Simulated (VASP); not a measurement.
# AgCl (Fm-3m) in VASP: further runs, part 2 of 3

VASP 6.6.1.

### 3 Single point, PBE0

This run uses another cell than the first one, of 21.28 Å³/atom.

Contents of POSCAR:

```
AgCl
1.0
    0.0000000000      2.7709909694      2.7709909694
    2.7709909694      0.0000000000      2.7709909694
    2.7709909694      2.7709909694      0.0000000000
Ag Cl
1 1
Direct
    0.0000000000      0.0000000000      0.0000000000
    0.5000000000      0.5000000000      0.5000000000
```

Contents of INCAR.step1:

```
SYSTEM = AgCl
PREC = Accurate
ENCUT = 520
EDIFF = 1E-5
ISMEAR = -1
SIGMA = 0.05
LREAL = .False.
LASPH = .True.
NELM = 60
ALGO = Normal
ISIF = 2
LWAVE = .True.
LCHARG = .False.
GGA = PE
NBANDS = 16
```

Contents of INCAR.step2:

```
SYSTEM = AgCl
PREC = Accurate
ENCUT = 520
EDIFF = 1E-6
ISMEAR = -1
SIGMA = 0.05
LREAL = .False.
LASPH = .True.
NELM = 60
ALGO = Normal
ISIF = 2
LWAVE = .False.
LCHARG = .False.
GGA = PE
LHFCALC = .True.
AEXX = 0.25
PRECFOCK = Normal
ISTART = 1
NBANDS = 16
```

Contents of KPOINTS:

```
Automatic mesh
0
Gamma
  6 6 6
  0 0 0
```

Potentials or basis: VASP PAW PBE potentials, release 64 (Ag, Cl).

Run with:

```
$ cat potpaw_PBE.64/Ag/POTCAR potpaw_PBE.64/Cl/POTCAR > POTCAR
$ cp INCAR.step1 INCAR
$ mpirun -np 1 vasp_std > vasp.out
$ cp INCAR.step2 INCAR
$ mpirun -np 1 vasp_std > vasp.out
```

OUTCAR:

```text
SYSTEM = AgCl
   PREC = Accurate
   ENCUT = 520
   EDIFF = 1E-6
   ISMEAR = -1
   LREAL = .False.
   LASPH = .True.
   NELM = 60
   ISIF = 2
   GGA = PE
   LHFCALC = .True.
   AEXX = 0.25
   PRECFOCK = Normal
   ISTART = 1

 ion  position               nearest neighbor table
   1  0.000  0.000  0.000-   2 2.77   2 2.77   2 2.77   2 2.77   2 2.77   2 2.77
   2  0.500  0.500  0.500-   1 2.77   1 2.77   1 2.77   1 2.77   1 2.77   1 2.77

  LATTYP: Found a face centered cubic cell.
 ALAT       =     5.5419819388

  Lattice vectors:

 A1 = (   0.0000000000,   2.7709909694,   2.7709909694)
 A2 = (   2.7709909694,   0.0000000000,   2.7709909694)
 A3 = (   2.7709909694,   2.7709909694,   0.0000000000)

Analysis of symmetry for initial positions (statically):
=====================================================================
 Subroutine PRICEL returns:
 Original cell was already a primitive cell.

 Routine SETGRP: Setting up the symmetry group for a
 face centered cubic supercell.

 Subroutine GETGRP returns: Found 48 space group operations
 (whereof 48 operations were pure point group operations)
 out of a pool of 48 trial point group operations.

The static configuration has the point symmetry O_h .

Analysis of symmetry for dynamics (positions and initial velocities):
=====================================================================
 Subroutine PRICEL returns:
 Original cell was already a primitive cell.

 Routine SETGRP: Setting up the symmetry group for a
 face centered cubic supercell.

 Subroutine GETGRP returns: Found 48 space group operations
 (whereof 48 operations were pure point group operations)
 out of a pool of 48 trial point group operations.

The dynamic configuration has the point symmetry O_h .

 Subroutine INISYM returns: Found 48 space group operations
 (whereof 48 operations are pure point group operations),
 and found     1 'primitive' translations

----------------------------------------------------------------------------------------

                                     Primitive cell

  volume of cell :      42.5535

  direct lattice vectors                    reciprocal lattice vectors
     0.000000000  2.770990969  2.770990969    -0.180440862  0.180440862  0.180440862
     2.770990969  0.000000000  2.770990969     0.180440862 -0.180440862  0.180440862
     2.770990969  2.770990969  0.000000000     0.180440862  0.180440862 -0.180440862

  length of vectors
     3.918773010  3.918773010  3.918773010     0.312532741  0.312532741  0.312532741

  position of ions in fractional coordinates (direct lattice)
     0.000000000  0.000000000  0.000000000
     0.500000000  0.500000000  0.500000000

  ion indices of the primitive-cell ions
   primitive index   ion index
                 1           1
                 2           2

----------------------------------------------------------------------------------------

 KPOINTS: Automatic mesh

Automatic generation of k-mesh.
[... 23 lines left out ...]
  0.000000  0.000000  0.000000      1.000000
  0.166667  0.000000  0.000000      8.000000
  0.333333  0.000000  0.000000      8.000000
  0.500000  0.000000  0.000000      4.000000
  0.166667  0.166667  0.000000      6.000000
  0.333333  0.166667  0.000000     24.000000
[... 8 lines left out ...]
 -0.333333  0.333333  0.166667     24.000000
 -0.333333  0.500000  0.166667     12.000000
   k-points           NKPTS =     16   k-points in BZ     NKDIM =    216   number of bands    NBANDS=     16
   number of dos      NEDOS =    301   number of ions     NIONS =      2
   total plane-waves  NPLWV =  27000
   dimension x,y,z NGX =    30 NGY =   30 NGZ =   30
   dimension x,y,z NGXF=    60 NGYF=   60 NGZF=   60
   ions per type =               1   1
   NGX,Y,Z   is equivalent  to a cutoff of  12.73, 12.73, 12.73 a.u.
   NGXF,Y,Z  is equivalent  to a cutoff of  25.45, 25.45, 25.45 a.u.
 SYSTEM =  AgCl
   PREC   = accura    normal or accurate (medium, high low for compatibility)
   ISTART =      1    job   : 0-new  1-cont  2-samecut
   ICHARG =      0    charge: 1-file 2-atom 10-const
   ISPIN  =      1    spin polarized calculation?
   LNONCOLLINEAR =      F non collinear calculations
   LSORBIT =      F    spin-orbit coupling
   LASPH  =      T    aspherical Exc in radial PAW
   ENCUT  =  520.0 eV  38.22 Ry    6.18 a.u.   7.29  7.29  7.29*2*pi/ulx,y,z
   NELM   =     60;   NELMIN=  2; NELMDL=  0     # of ELM steps
   EDIFF  = 0.1E-05   stopping-criterion for ELM
   LREAL  =      F    real-space projection
   EDIFFG = 0.1E-04   stopping-criterion for IOM
   NSW    =      0    number of steps for IOM
   IBRION =     -1    ionic relax: 0-MD 1-quasi-New 2-CG
   NFREE  =      0    steps in history (QN), initial steepest desc. (CG)
   ISIF   =      2    stress and relaxation
   ISYM   =      3    0-nonsym 1-usesym 2-fastsym
   POTIM  = 0.5000    time-step for ionic-motion
   TEBEG  =    0.0;   TEEND  =   0.0 temperature during run
   PSTRESS=    0.0 pullay stress
   NELECT =      18.0000    total number of electrons
   NUPDOWN=      -1.0000    fix difference up-down
   EMIN   =  10.00;   EMAX   =-10.00  energy-range for DOS
   EFERMI =   0.00;   METHOD = LEGACY
   ISMEAR =    -1;   SIGMA  =   0.05  broadening in eV -4-tet -1-fermi 0-gaus
   EFERMI_NEDOS =   21; number of points for ismear=-14 and -15
   IALGO  =     38    algorithm
   IMIX   =      1    mixing-type and parameters
     AMIX     =   0.40;   BMIX     =  1.00
     AMIX_MAG =   1.60;   BMIX_MAG =  1.00
  volume/ion in A,a.u.               =      21.28       143.58
  Fermi-wavevector in a.u.,A,eV,Ry     =   1.228911  2.322306 20.547833  1.510223
  Thomas-Fermi vector in A             =   2.363819
   LORBIT       =      0    0 simple, 1 ext, 2 COOP (PROOUT), +10 PAW based schemes
   GGA     = PE    functional components
   LHFCALC =     T    Hartree Fock is set to
   PRECFOCK=normal    Normal, Fast or Accurate (Low or Medium for compatibility)
   ENCUT4O =  -1.0   cutoff for four orbital integrals eV
   NKREDX  =     1    reduce k-point grid by
   NKREDY  =     1    reduce k-point grid by
   NKREDZ  =     1    reduce k-point grid by
   AEXX    =    0.2500 exact exchange contribution
   HFSCREEN=    0.0000 screening length (either q_TF or 0.3 A-1)
   HFSCREENC=   0.0000 screening length for correlation (either q_TF or 0.3 A-1)
   ENCUTFOCK=  -1.0 apply spherical cutoff to Coloumb kernel
   IVDW    =     0    specifies the selected vdW correction
   LEPSILON=     F    determine dielectric tensor
   LRPA    =     F    only Hartree local field effects (RPA)
 non-spin polarized calculation
  energy-cutoff  :      520.00
  volume of cell :       42.55
 maximum number of plane-waves:      1167
 NGX is ok and might be reduce to    30
  NGX = 24; NGY = 24; NGZ = 24

 number of electron      18.0000006 magnetization

 Free energy of the ion-electron system (eV)
  ---------------------------------------------------
  ext. energy  EPLUGINS =         0.00000000
  ---------------------------------------------------
  free energy    TOTEN  =        -7.19838047 eV

  energy without entropy =       -7.19838047  energy(sigma->0) =       -7.19838047

 E-fermi :   3.5795     XC(G=0):  -7.8438

 val. band max:        2.4297247514   @ k =   0.5000   0.0000   0.0000
 cond. band min:       5.5250279888   @ k =   0.0000   0.0000   0.0000
 fundamental gap:      3.0953032374
 Fermi energy:         3.5794745482

 k-point     1 :       0.0000    0.0000    0.0000
  band No.  band energies     occupation
      1     -13.9115      2.00000
      2      -0.4558      2.00000
      3      -0.4558      2.00000
      4      -0.4558      2.00000
      5      -0.4539      2.00000
      6      -0.4539      2.00000
[... 281 lines left out ...]
      3      -1.8492      2.00000
      4      -1.4643      2.00000
      5      -0.0328      2.00000
      6       0.0094      2.00000
[... 8 lines left out ...]
     15      19.3697      0.00000
     16      20.2600      0.00000

------------------------ aborting loop because EDIFF is reached ----------------------------------------

  FORCE on cell =-STRESS in cart. coord.  units (eV):
  Direction    XX          YY          ZZ          XY          YZ          ZX
  --------------------------------------------------------------------------------------
  -------------------------------------------------------------------------------------
  Total        0.3003186      0.3003186      0.3003186      0.0000000     -0.0000000      0.0000000
  in kB       11.3072638     11.3072638     11.3072638      0.0000000     -0.0000000      0.0000000
  external PRESSURE =      11.3072638 kB  Pullay stress =       0.0000000 kB

 VOLUME and BASIS-vectors are now :
 -----------------------------------------------------------------------------
  energy-cutoff  :      520.00
  volume of cell :       42.55
      direct lattice vectors                 reciprocal lattice vectors
     0.000000000  2.770990969  2.770990969    -0.180440862  0.180440862  0.180440862
     2.770990969  0.000000000  2.770990969     0.180440862 -0.180440862  0.180440862
     2.770990969  2.770990969  0.000000000     0.180440862  0.180440862 -0.180440862

 POSITION                                       TOTAL-FORCE (eV/Angst)
 -----------------------------------------------------------------------------------
      0.00000      0.00000      0.00000        -0.000000      0.000000      0.000000
      2.77099      2.77099      2.77099         0.000000     -0.000000     -0.000000
 -----------------------------------------------------------------------------------
    total drift:                                0.000000     -0.000000      0.000000

  FREE ENERGIE OF THE ION-ELECTRON SYSTEM (eV)
  ---------------------------------------------------
  free  energy   TOTEN  =        -7.1983804701 eV

  energy  without entropy=       -7.1983804701  energy(sigma->0) =       -7.19838047
```

Run time: 60 min. Hardware: 1 thread of Intel Xeon 8259CL, shared host; peak memory 0.19 GiB.

Results:

| Item | Value |
| --- | --- |
| Free energy | -7.1984 eV |
| Pressure | 1.1 GPa |
| Band gap on the k mesh | 3.10 eV (least direct gap 5.35 eV) |

Caveat: the PAW data sets were made with another functional, which shifts forces and pressure a little.

### 4 Relaxation of cell and atoms, PBEsol

Contents of INCAR:

```
SYSTEM = AgCl
PREC = Accurate
ENCUT = 600
EDIFF = 1E-7
ISMEAR = -1
SIGMA = 0.05
LREAL = .FALSE.
LASPH = .TRUE.
NELM = 60
ALGO = Normal
ISIF = 3
LWAVE = .FALSE.
LCHARG = .FALSE.
GGA = PS
IBRION = 2
NSW = 60
EDIFFG = -0.01
```

Contents of KPOINTS:

```
Automatic mesh
0
G
  8 8 8
  0 0 0
```

Contents of POSCAR:

```
AgCl
1.0
    0.0000000000      2.7350000000      2.7350000000
    2.7350000000      0.0000000000      2.7350000000
    2.7350000000      2.7350000000      0.0000000000
Ag Cl
1 1
Direct
    0.0000000000      0.0000000000      0.0000000000
    0.5000000000      0.5000000000      0.5000000000
```

Run with:

```
$ cat potpaw_PBE.64/Ag/POTCAR potpaw_PBE.64/Cl/POTCAR > POTCAR
$ mpirun -np 1 vasp_std > vasp.out
```

Run time: 35 s. Hardware: 1 thread of Intel Xeon Platinum 8488C (Sapphire Rapids), shared host; peak memory 0.19 GiB.

The run converged. Its results:

```yaml
Free_energy: -6.0615 eV
Relaxed_volume: 20.18 Å³/atom
Relaxed_cell: a = 3.850 Å, b = 3.850 Å, c = 3.850 Å, α = 60.00°, β = 60.00°, γ = 60.00°
Space_group_after_relaxing_to_0.1_Å: Fm-3m (No. 225)
Energy_gained_by_relaxing: 0.6 meV/atom
Ionic_steps: 2
Pressure_after_relaxing: 0.0 GPa
Band_gap_on_the_k_mesh: 0.72 eV (least direct gap 3.23 eV)
```

Step by step:
| step | energy change (eV) | largest force (eV/Å) | pressure (GPa) | volume (Å³) |
| --- | --- | --- | --- | --- |
| 1 | 0.0000 | 0.0000 | -0.74 | 40.92 |
| 2 | -0.0013 | 0.0000 | 0.01 | 40.36 |

Final structure:
```cif
data_structure
_symmetry_space_group_name_H-M 'P 1'
_symmetry_Int_Tables_number 1
_cell_length_a 3.8502
_cell_length_b 3.8502
_cell_length_c 3.8502
_cell_angle_alpha 60.000
_cell_angle_beta 60.000
_cell_angle_gamma 60.000
_cell_volume 40.36
loop_
_atom_site_label
_atom_site_type_symbol
_atom_site_fract_x
_atom_site_fract_y
_atom_site_fract_z
_atom_site_occupancy
Ag1 Ag 0.00000 0.00000 0.00000 1
Cl1 Cl 0.50000 0.50000 0.50000 1
```

Levels at points of the mesh, in eV from the valence-band top:
| k point | band 6 | band 7 | band 8 | band 9 | band 10 | band 11 | band 12 | band 13 |
| --- | --- | --- | --- | --- | --- | --- | --- | --- |
| (0.00, 0.00, 0.00) | -2.67 | -2.57 | -2.57 | -2.57 | 0.72 | 10.72 | 10.72 | 10.72 |
| (0.50, 0.00, 0.00) | -2.28 | -1.94 | 0.00 | 0.00 | 3.88 | 6.75 | 7.42 | 7.42 |
| (0.50, 0.50, 0.00) | -2.45 | -2.15 | -2.15 | -2.02 | 2.14 | 7.78 | 8.64 | 11.64 |

Caveat: semilocal functionals underestimate gaps, and a narrow one can read as zero; the PAW data sets were made with another functional, which shifts forces and pressure a little. A k mesh can miss the band edges.

### 5 Relaxation of cell and atoms, PBEsol+D3(BJ)

Contents of INCAR:

```
SYSTEM = AgCl
PREC = Accurate ; ENCUT = 600
EDIFF = 1E-6 ; ISMEAR = -1
SIGMA = 0.05 ; LREAL = .False.
LASPH = .True. ; NELM = 60
ALGO = Normal ; ISIF = 3
LWAVE = .False. ; LCHARG = .False.
GGA = PS ; IVDW = 12
IBRION = 2 ; NSW = 60
EDIFFG = -0.01
```

Contents of KPOINTS:

```
Automatic mesh
0
Gamma
  8 8 8
  0 0 0
```

POSCAR is that of step 4.

Potentials or basis: VASP PAW PBE potentials, release 64 (Ag, Cl).

Run with:

```
$ cat potpaw_PBE.64/Ag/POTCAR potpaw_PBE.64/Cl/POTCAR > POTCAR
$ mpirun -np 1 vasp_std > vasp.out
```

OUTCAR:

```text
SYSTEM = AgCl
   PREC = Accurate
   ENCUT = 600
   EDIFF = 1E-6
   ISMEAR = -1
   LREAL = .False.
   LASPH = .True.
   NELM = 60
   ISIF = 3
   GGA = PS
   IVDW = 12
   IBRION = 2
   NSW = 60
   EDIFFG = -0.01
 IVDW          = 12

 ion  position               nearest neighbor table
   1  0.000  0.000  0.000-   2 2.73   2 2.73   2 2.73   2 2.73   2 2.73   2 2.73
   2  0.500  0.500  0.500-   1 2.73   1 2.73   1 2.73   1 2.73   1 2.73   1 2.73

  LATTYP: Found a face centered cubic cell.
 ALAT       =     5.4700000000

  Lattice vectors:

 A1 = (   0.0000000000,   2.7350000000,   2.7350000000)
 A2 = (   2.7350000000,   0.0000000000,   2.7350000000)
 A3 = (   2.7350000000,   2.7350000000,   0.0000000000)

Analysis of symmetry for initial positions (statically):
=====================================================================
 Subroutine PRICEL returns:
 Original cell was already a primitive cell.

 Routine SETGRP: Setting up the symmetry group for a
 face centered cubic supercell.

 Subroutine GETGRP returns: Found 48 space group operations
 (whereof 48 operations were pure point group operations)
 out of a pool of 48 trial point group operations.

The static configuration has the point symmetry O_h .

Analysis of symmetry for dynamics (positions and initial velocities):
=====================================================================
 Subroutine PRICEL returns:
 Original cell was already a primitive cell.
[... 154 lines left out ...]
  free energy    TOTEN  =        -6.06023434 eV

  energy without entropy =       -6.06022324  energy(sigma->0) =       -6.06022879

------------------------ aborting loop because EDIFF is reached ----------------------------------------

 Edisp (eV)   -0.58059

 E8    (eV) :    -0.3593
[... 71 lines left out ...]
--------------------------------------- Ionic step        3  -------------------------------------------

 number of electron      18.0000001 magnetization

 Free energy of the ion-electron system (eV)
  ---------------------------------------------------
  ext. energy  EPLUGINS =         0.00000000
  ---------------------------------------------------
  free energy    TOTEN  =        -6.04904720 eV

  energy without entropy =       -6.04903688  energy(sigma->0) =       -6.04904204

 E-fermi :   5.4316     XC(G=0): -10.7232

 val. band max:        4.9939898306   @ k =   0.5000   0.0000   0.0000
 cond. band min:       5.7207604122   @ k =   0.0000   0.0000   0.0000
 fundamental gap:      0.7267705815
 Fermi energy:         5.4315584310

 k-point     1 :       0.0000    0.0000    0.0000
  band No.  band energies     occupation
      1     -10.8355      2.00000
      2       2.0824      2.00000
      3       2.0824      2.00000
      4       2.0824      2.00000
      5       2.1290      2.00000
      6       2.1290      2.00000
      7       2.2518      2.00000
      8       2.2518      2.00000
      9       2.2518      2.00000
     10       5.7208      0.00613
     11      15.7016      0.00000
     12      15.7016      0.00000
     13      15.7016      0.00000
[... 354 lines left out ...]
  band No.  band energies     occupation
      1     -10.2093      2.00000
      2      -0.6987      2.00000
      3       0.1780      2.00000
      4       0.2553      2.00000
      5       2.4761      2.00000
      6       2.5587      2.00000
      7       2.8529      2.00000
      8       3.8253      2.00000
      9       4.3846      2.00000
     10      10.0100      0.00000
     11      10.3598      0.00000
     12      13.0125      0.00000
     13      13.3757      0.00000

 [... further k-points ...]

------------------------ aborting loop because EDIFF is reached ----------------------------------------

 Edisp (eV)   -0.61358

 E8    (eV) :    -0.3797
[... 25 lines left out ...]
  FREE ENERGIE OF THE ION-ELECTRON SYSTEM (eV)
  ---------------------------------------------------
  free  energy   TOTEN  =        -6.6626271283 eV

  energy  without entropy=       -6.6626168095  energy(sigma->0) =       -6.66262197

 reached required accuracy - stopping structural energy minimisation
```

Wall time 32 s (1 thread of Intel Xeon Platinum 8488C (Sapphire Rapids), shared host); peak memory 0.2 GiB.

What came out:

```
Free energy                           : -6.6626 eV
Relaxed volume                        : 19.38 Å³/atom
Relaxed cell                          : a = 3.799 Å, b = 3.799 Å, c = 3.799 Å, α = 60.00°, β = 60.00°, γ = 60.00°
Space group after relaxing (to 0.1 Å) : Fm-3m (No. 225)
Energy gained by relaxing             : 10.9 meV/atom
Ionic steps                           : 3
Pressure after relaxing               : 0.0 GPa
Band gap on the k mesh                : 0.73 eV (least direct gap 3.39 eV)
Dispersion energy per atom            : -0.307 eV
```

The path:
```tsv
step	energy change (eV)	largest force (eV/Å)	pressure (GPa)	volume (Å³)
1	0.0000	0.0000	-3.05	40.92
2	-0.0217	0.0000	0.18	38.65
3	-0.0218	0.0000	0.02	38.76
```

Final structure:
```cif
data_structure
_symmetry_space_group_name_H-M 'P 1'
_symmetry_Int_Tables_number 1
_cell_length_a 3.7986
_cell_length_b 3.7986
_cell_length_c 3.7986
_cell_angle_alpha 60.000
_cell_angle_beta 60.000
_cell_angle_gamma 60.000
_cell_volume 38.76
loop_
_atom_site_label
_atom_site_type_symbol
_atom_site_fract_x
_atom_site_fract_y
_atom_site_fract_z
_atom_site_occupancy
Ag1 Ag 0.00000 0.00000 0.00000 1
Cl1 Cl 0.50000 0.50000 0.50000 1
```

Levels at points of the mesh, in eV from the valence-band top:
```tsv
k point	band 5	band 6	band 7	band 8	band 9	band 10	band 11	band 12	band 13
(0.00, 0.00, 0.00)	-2.86	-2.86	-2.74	-2.74	-2.74	0.73	10.71	10.71	10.71
(0.50, 0.00, 0.00)	-2.43	-2.43	-2.06	0.00	0.00	3.75	6.99	7.33	7.33
(0.50, 0.50, 0.00)	-3.35	-2.62	-2.28	-2.28	-2.12	2.06	7.72	8.78	11.85
```

Caveat: semilocal functionals underestimate gaps, and a narrow one can read as zero; the PAW data sets were made with another functional, which shifts forces and pressure a little. A hybrid or GW would open this gap; PBEsol tends to underestimate it.

(Part 2 of 3 ends here.)
